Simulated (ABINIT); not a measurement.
Crystal: Br.

```
Br
1.0
     3.36325   -2.32255    0.00000
     3.36325    2.32255    0.00000
     0.00000    0.00000    8.70230
Br
4
Direct
  0.36510 0.63490 0.39010
  0.13490 0.86510 0.89010
  0.63490 0.36510 0.60990
  0.86510 0.13490 0.10990
```

Program: ABINIT 10.8.3 (patched build). Alike in all runs: potentials or basis JTH PAW PBE v2.0; no spin polarisation; cell as given; cutoff (eV) 408; smearing fermi-dirac 0.05 eV.

Order these runs on this cell by their pressure, lowest first.
A. level HCTH407; k mesh 7 × 7 × 3
B. level PBE; k mesh 6 × 6 × 2
C. level WC; k mesh 7 × 7 × 3

C (0.2 GPa), B (1.8 GPa), A (3.7 GPa).

Caveats: the atomic spheres overlap; the PAW data sets were made with another functional, which shifts forces and pressure a little (some runs).
